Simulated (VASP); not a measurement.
# InSe (P6_3/mmc) in VASP: a series of runs

The runs below take InSe through single point, with PBE.

Program: VASP 6.6.1. These are calculated values, not measurements. Logs are shortened: lines on timing, memory, paths and dates and some standing lists are left out, and cuts for length are marked.

## (1) The crystal as given

The structure is hexagonal, space group P6_3/mmc (No. 194). The conventional cell has a = 4.050 Å, b = 4.050 Å, c = 16.930 Å, α = 90.00°, β = 90.00°, γ = 120.00°. In (site symmetry 3m) has 3 Se at 2.52 Å as nearest neighbours. Around Se (site symmetry 3m) lie 3 In at 2.52 Å.

## (2) Single point, PBE, spin-orbit coupling, no magnetisation

Input file INCAR:

```
SYSTEM = InSe
ALGO = Normal ; EDIFF = 1E-8
ENCUT = 750 ; GGA = PE
GGA_COMPAT = .FALSE. ; ISIF = 2
ISMEAR = 0 ; LASPH = .TRUE.
LCHARG = .FALSE. ; LORBIT = 11
LREAL = .FALSE. ; LSORBIT = .TRUE.
LWAVE = .FALSE. ; MAGMOM = 0 0 0 0 0 0 0 0 0 0 0 0 0 0 0 0 0 0 0 0 0 0 0 0
NBANDS = 92 ; NELM = 100
PREC = Accurate ; SIGMA = 0.02
```

Input file KPOINTS:

```
k-points
0
G
  9 9 2
  0 0 0
```

Input file POSCAR:

```
InSe
1.0
    4.0500000000      0.0000000000      0.0000000000
   -2.0250000000      3.5074028853      0.0000000000
    0.0000000000      0.0000000000     16.9300000000
In Se
4 4
Direct
    0.6666666667      0.3333333333      0.8430000000
    0.3333333333      0.6666666667      0.3430000000
    0.6666666667      0.3333333333      0.6570000000
    0.3333333333      0.6666666667      0.1570000000
    0.6666666667      0.3333333333      0.3980000000
    0.3333333333      0.6666666667      0.8980000000
    0.6666666667      0.3333333333      0.1020000000
    0.3333333333      0.6666666667      0.6020000000
```

Potentials or basis: VASP PAW PBE potentials, release 64 (In_d, Se).

Started as:

```
> cat potpaw_PBE.64/In_d/POTCAR potpaw_PBE.64/Se/POTCAR > POTCAR
> mpirun -np 1 vasp_ncl > vasp.out
```

OUTCAR:

```text
SYSTEM = InSe
   EDIFF = 1E-8
   ENCUT = 750
   GGA = PE
   ISIF = 2
   ISMEAR = 0
   LASPH = .TRUE.
   LORBIT = 11
   LREAL = .FALSE.
   LSORBIT = .TRUE.
   NELM = 100
   PREC = Accurate

 ion  position               nearest neighbor table
   1  0.667  0.333  0.843-   6 2.52   6 2.52   6 2.52   3 3.15
   2  0.333  0.667  0.343-   5 2.52   5 2.52   5 2.52   4 3.15
   3  0.667  0.333  0.657-   8 2.52   8 2.52   8 2.52   1 3.15
   4  0.333  0.667  0.157-   7 2.52   7 2.52   7 2.52   2 3.15
   5  0.667  0.333  0.398-   2 2.52   2 2.52   2 2.52
   6  0.333  0.667  0.898-   1 2.52   1 2.52   1 2.52
   7  0.667  0.333  0.102-   4 2.52   4 2.52   4 2.52
   8  0.333  0.667  0.602-   3 2.52   3 2.52   3 2.52

  LATTYP: Found a hexagonal cell.
 ALAT       =     4.0500000000
 C/A-ratio  =     4.1802469136

  Lattice vectors:

 A1 = (   4.0500000000,   0.0000000000,   0.0000000000)
 A2 = (  -2.0250000000,   3.5074028853,   0.0000000000)
 A3 = (   0.0000000000,   0.0000000000,  16.9300000000)

Analysis of symmetry for initial positions (statically):
=====================================================================
 Subroutine PRICEL returns:
 Original cell was already a primitive cell.

 Routine SETGRP: Setting up the symmetry group for a
 hexagonal supercell.

 Subroutine GETGRP returns: Found 24 space group operations
 (whereof 12 operations were pure point group operations)
 out of a pool of 24 trial point group operations.

The static configuration has the point symmetry D_3d.
 The point group associated with its full space group is D_6h.

Analysis of symmetry for dynamics (positions and initial velocities):
=====================================================================
 Subroutine PRICEL returns:
 Original cell was already a primitive cell.

 Routine SETGRP: Setting up the symmetry group for a
 hexagonal supercell.

 Subroutine GETGRP returns: Found 24 space group operations
 (whereof 12 operations were pure point group operations)
 out of a pool of 24 trial point group operations.

The dynamic configuration has the point symmetry D_3d.
 The point group associated with its full space group is D_6h.

Analysis of structural, dynamic, and magnetic symmetry:
=====================================================================
 Subroutine PRICEL returns:
 Original cell was already a primitive cell.

 Routine SETGRP: Setting up the symmetry group for a
 hexagonal supercell.

 Subroutine GETGRP returns: Found 24 space group operations
 (whereof 12 operations were pure point group operations)
 out of a pool of 24 trial point group operations.

The overall configuration has the point symmetry D_3d.
 The point group associated with its full space group is D_6h.

 Subroutine INISYM returns: Found 24 space group operations
 (whereof 12 operations are pure point group operations),
 and found     1 'primitive' translations

----------------------------------------------------------------------------------------

                                     Primitive cell

  volume of cell :     240.4903

  direct lattice vectors                    reciprocal lattice vectors
     4.050000000  0.000000000  0.000000000     0.246913580  0.142555622  0.000000000
    -2.025000000  3.507402885  0.000000000     0.000000000  0.285111244  0.000000000
     0.000000000  0.000000000 16.930000000     0.000000000  0.000000000  0.059066745

  length of vectors
     4.050000000  4.050000000 16.930000000     0.285111244  0.285111244  0.059066745

  position of ions in fractional coordinates (direct lattice)
     0.666666667  0.333333333  0.843000000
     0.333333333  0.666666667  0.343000000
     0.666666667  0.333333333  0.657000000
     0.333333333  0.666666667  0.157000000
[... 125 lines left out ...]
 number of electron      76.0000010 magnetization      -0.0000000     -0.0000000     -0.0000000

 number of electron      76.0000010 magnetization      -0.0000000      0.0000000     -0.0000000

 number of electron      76.0000010 magnetization      -0.0000000      0.0000000      0.0000000

 Free energy of the ion-electron system (eV)
  ---------------------------------------------------
  ext. energy  EPLUGINS =         0.00000000
  ---------------------------------------------------
  free energy    TOTEN  =       -26.72953459 eV

  energy without entropy =      -26.72927285  energy(sigma->0) =      -26.72940372

 E-fermi :   4.3062     XC(G=0):  -8.6734

 val. band max:        4.2925463927   @ k =   0.1111   0.0000   0.0000
 cond. band min:       4.5599210685   @ k =   0.0000   0.0000   0.5000
 fundamental gap:      0.2673746758
 Fermi energy:         4.3062277998

 k-point     1 :       0.0000    0.0000    0.0000
  band No.  band energies     occupation
      1     -11.2532      1.00000
      2     -11.2532      1.00000
      3     -11.2500      1.00000
      4     -11.2500      1.00000
      5     -11.2409      1.00000
      6     -11.2409      1.00000
[... 2173 lines left out ...]
     87       8.3755      0.00000
     88       8.3755      0.00000
 [bands above 88 left out]

------------------------ aborting loop because EDIFF is reached ----------------------------------------

  FORCE on cell =-STRESS in cart. coord.  units (eV):
  Direction    XX          YY          ZZ          XY          YZ          ZX
  --------------------------------------------------------------------------------------
  -------------------------------------------------------------------------------------
  Total       15.8109767     15.8109767      2.8020072      0.0000000      0.0000000      0.0000000
  in kB      105.3347443    105.3347443     18.6673294      0.0000000      0.0000000      0.0000000
  external PRESSURE =      76.4456060 kB  Pullay stress =       0.0000000 kB

 VOLUME and BASIS-vectors are now :
 -----------------------------------------------------------------------------
  energy-cutoff  :      750.00
  volume of cell :      240.49
      direct lattice vectors                 reciprocal lattice vectors
     4.050000000  0.000000000  0.000000000     0.246913580  0.142555622  0.000000000
    -2.025000000  3.507402885  0.000000000     0.000000000  0.285111244  0.000000000
     0.000000000  0.000000000 16.930000000     0.000000000  0.000000000  0.059066745

 POSITION                                       TOTAL-FORCE (eV/Angst)
 -----------------------------------------------------------------------------------
      2.02500      1.16913     14.27199         0.000000      0.000000     -2.892911
     -0.00000      2.33827      5.80699        -0.000000     -0.000000     -2.892911
      2.02500      1.16913     11.12301        -0.000000      0.000000      2.892911
     -0.00000      2.33827      2.65801        -0.000000      0.000000      2.892911
      2.02500      1.16913      6.73814         0.000000     -0.000000      2.018884
     -0.00000      2.33827     15.20314         0.000000      0.000000      2.018884
      2.02500      1.16913      1.72686        -0.000000     -0.000000     -2.018884
     -0.00000      2.33827     10.19186        -0.000000      0.000000     -2.018884
 -----------------------------------------------------------------------------------
    total drift:                               -0.000000     -0.000000     -0.000000

  FREE ENERGIE OF THE ION-ELECTRON SYSTEM (eV)
  ---------------------------------------------------
  free  energy   TOTEN  =       -26.7295345896 eV

  energy  without entropy=      -26.7292728544  energy(sigma->0) =      -26.72940372

 Spin-Orbit-Coupling matrix elements

 Ion:    1  E_soc:     -0.0716412
 l=   1
     0.0000000    -0.0056867    -0.0052186
    -0.0056867     0.0000000    -0.0056867
    -0.0052186    -0.0056867     0.0000000
 l=   2
     0.0000000    -0.0012761     0.0000000    -0.0012761    -0.0052008
    -0.0012761     0.0000000    -0.0038344    -0.0012546    -0.0012761
     0.0000000    -0.0038344     0.0000000    -0.0038344     0.0000000
    -0.0012761    -0.0012546    -0.0038344     0.0000000    -0.0012761
    -0.0052008    -0.0012761     0.0000000    -0.0012761     0.0000000
 l=   3
     0.0000000     0.0000000     0.0000000     0.0000000     0.0000000     0.0000000     0.0000000
     0.0000000     0.0000000     0.0000000     0.0000000     0.0000000     0.0000000     0.0000000
     0.0000000     0.0000000     0.0000000     0.0000000     0.0000000     0.0000000     0.0000000
     0.0000000     0.0000000     0.0000000     0.0000000     0.0000000     0.0000000     0.0000000
[... 129 lines left out ...]
 l=   2
     0.0000000    -0.0000002     0.0000000    -0.0000002    -0.0000025
    -0.0000002     0.0000000     0.0000007     0.0000016    -0.0000002
     0.0000000     0.0000007     0.0000000     0.0000007     0.0000000
    -0.0000002     0.0000016     0.0000007     0.0000000    -0.0000002
    -0.0000025    -0.0000002     0.0000000    -0.0000002     0.0000000
 l=   3
     0.0000000     0.0000000     0.0000000     0.0000000     0.0000000     0.0000000     0.0000000
     0.0000000     0.0000000     0.0000000     0.0000000     0.0000000     0.0000000     0.0000000
     0.0000000     0.0000000     0.0000000     0.0000000     0.0000000     0.0000000     0.0000000
     0.0000000     0.0000000     0.0000000     0.0000000     0.0000000     0.0000000     0.0000000
     0.0000000     0.0000000     0.0000000     0.0000000     0.0000000     0.0000000     0.0000000
     0.0000000     0.0000000     0.0000000     0.0000000     0.0000000     0.0000000     0.0000000
     0.0000000     0.0000000     0.0000000     0.0000000     0.0000000     0.0000000     0.0000000

 total charge

# of ion       s       p       d       tot
------------------------------------------
    1        0.862   0.709   9.904  11.476
    2        0.862   0.709   9.904  11.476
    3        0.862   0.709   9.904  11.476
    4        0.862   0.709   9.904  11.476
    5        1.460   2.434   0.029   3.923
    6        1.460   2.434   0.029   3.923
    7        1.460   2.434   0.029   3.923
    8        1.460   2.434   0.029   3.923
--------------------------------------------------
tot          9.292  12.573  39.731  61.596

 magnetization (x)

# of ion       s       p       d       tot
------------------------------------------
    1        0.000  -0.000   0.000   0.000
    2       -0.000   0.000   0.000   0.000
    3       -0.000   0.000   0.000  -0.000
    4        0.000  -0.000   0.000  -0.000
    5       -0.000   0.000   0.000   0.000
    6        0.000  -0.000  -0.000  -0.000
    7        0.000   0.000  -0.000   0.000
    8       -0.000   0.000  -0.000  -0.000
--------------------------------------------------
tot         -0.000  -0.000   0.000  -0.000

 magnetization (y)

# of ion       s       p       d       tot
------------------------------------------
    1        0.000   0.000   0.000   0.000
    2        0.000   0.000   0.000   0.000
    3        0.000   0.000   0.000   0.000
    4        0.000   0.000   0.000   0.000
    5        0.000  -0.000  -0.000  -0.000
    6        0.000  -0.000   0.000  -0.000
    7        0.000  -0.000   0.000  -0.000
    8        0.000  -0.000  -0.000  -0.000
--------------------------------------------------
tot          0.000  -0.000   0.000  -0.000

 magnetization (z)

# of ion       s       p       d       tot
------------------------------------------
    1        0.000   0.000   0.000   0.000
    2        0.000   0.000   0.000   0.000
    3        0.000   0.000   0.000   0.000
    4        0.000   0.000   0.000   0.000
    5        0.000   0.000   0.000   0.000
    6        0.000   0.000   0.000   0.000
    7        0.000   0.000   0.000   0.000
    8        0.000   0.000   0.000   0.000
--------------------------------------------------
tot          0.000   0.000   0.000   0.000
```

Run time: 30 min. Hardware: 1 thread of Intel Xeon 6975P-C (Granite Rapids), shared host; peak memory 2 GiB.

What came out:

```yaml
Free_energy: -26.7295 eV
Pressure: 7.6 GPa
Largest_force: 2.893 eV/Å
Valence_electrons_inside_the_program's_atomic_spheres: In 11.48; Se 3.92
```

Forces on the atoms (eV/Å):
```
In   0.000  0.000 -2.893
In   0.000  0.000 -2.893
In   0.000  0.000  2.893
In   0.000  0.000  2.893
Se   0.000  0.000  2.019
Se   0.000  0.000  2.019
Se   0.000  0.000 -2.019
Se   0.000  0.000 -2.019
```

Caveat: this functional lacks dispersion, which binds the layers, so the pressure and a relaxed spacing across them are unreliable; forces of over 1 eV/Å show positions far from the minimum, so gaps and moduli don't describe the material at rest.

## (3) Single point, PBE, spin-orbit coupling, no magnetisation

Changes to INCAR since step 2:

```diff
@@ -1,4 +1,4 @@
 SYSTEM = InSe
-ALGO = Normal ; EDIFF = 1E-8
-ENCUT = 750 ; GGA = PE
+ALGO = Normal ; EDIFF = 1E-7
+ENCUT = 350 ; GGA = PE
 GGA_COMPAT = .FALSE. ; ISIF = 2
```

KPOINTS is that of step 2.

POSCAR is that of step 2.

Potentials or basis: VASP PAW PBE potentials, release 64 (In_d, Se).

Started as:

```
> cat potpaw_PBE.64/In_d/POTCAR potpaw_PBE.64/Se/POTCAR > POTCAR
> mpirun -np 1 vasp_ncl > vasp.out
```

It took 8.7 min on 1 thread of Intel Xeon 6975P-C (Granite Rapids), shared host; peak memory 0.84 GiB.

The run converged, but some of its settings lie outside the range that counts as converged, so its numbers aren't taken as properties of the crystal.

Results:

| Property | Result |
| --- | --- |
| Free energy | -26.7198 eV |
| Pressure | 7.4 GPa |
| Largest force | 2.893 eV/Å |
| Valence electrons inside the program's atomic spheres | In 11.47; Se 3.92 |

Caveat: this functional lacks dispersion, which binds the layers, so the pressure and a relaxed spacing across them are unreliable; forces of over 1 eV/Å show positions far from the minimum, so gaps and moduli don't describe the material at rest.

## (4) Single point, PBE, spin-orbit coupling, no magnetisation

INCAR is that of step 3.

Input file KPOINTS:

```
k-points
0
G
  4 4 1
  0 0 0
```

POSCAR is that of step 3.

Started as:

```
> cat potpaw_PBE.64/In_d/POTCAR potpaw_PBE.64/Se/POTCAR > POTCAR
> mpirun -np 1 vasp_ncl > vasp.out
```

Wall time 1.7 min (1 thread of Intel Xeon 6975P-C (Granite Rapids), shared host); peak memory 0.62 GiB.

The run converged, but some of its settings lie outside the range that counts as converged, so its numbers aren't taken as properties of the crystal.

Results:

```
Free energy                                           : -26.5890 eV
Pressure                                              : 7.8 GPa
Largest force                                         : 2.833 eV/Å
Valence electrons inside the program's atomic spheres : In 11.48; Se 3.92
```

Caveat: the k mesh is coarse (spacing up to 0.45 Å⁻¹), so the values aren't converged; this functional lacks dispersion, which binds the layers, so the pressure and a relaxed spacing across them are unreliable; forces of over 1 eV/Å show positions far from the minimum, so gaps and moduli don't describe the material at rest.

## (5) Single point, PBE, spin-orbit coupling, no magnetisation

Changes to INCAR since step 4:

```diff
@@ -2,3 +2,3 @@
 ALGO = Normal ; EDIFF = 1E-7
-ENCUT = 350 ; GGA = PE
+ENCUT = 500 ; GGA = PE
 GGA_COMPAT = .FALSE. ; ISIF = 2
```

KPOINTS is that of step 4.

POSCAR is that of step 4.

Started as:

```
> cat potpaw_PBE.64/In_d/POTCAR potpaw_PBE.64/Se/POTCAR > POTCAR
> mpirun -np 1 vasp_ncl > vasp.out
```

It took 2.8 min on 1 thread of Intel Xeon 6975P-C (Granite Rapids), shared host; peak memory 0.77 GiB.

The run converged, but some of its settings lie outside the range that counts as converged, so its numbers aren't taken as properties of the crystal.

What came out:

```
Free energy                                           : -26.5985 eV
Pressure                                              : 8.0 GPa
Largest force                                         : 2.834 eV/Å
Valence electrons inside the program's atomic spheres : In 11.48; Se 3.92
```

Caveat: the k mesh is coarse (spacing up to 0.45 Å⁻¹), so the values aren't converged; this functional lacks dispersion, which binds the layers, so the pressure and a relaxed spacing across them are unreliable; forces of over 1 eV/Å show positions far from the minimum, so gaps and moduli don't describe the material at rest.

## (6) The reference run

An earlier run on the cell as given: functional PBE; potentials or basis VASP PAW PBE potentials, release 64 (In_d, Se); cutoff 520 eV; k mesh 8 × 8 × 2; occupations fermi-dirac, width 0.05 eV; no spin polarisation.

* Pressure: 7.7 GPa
* Largest force: 2.893 eV/Å
* Band gap on the k mesh: none (metal or under the smearing width)
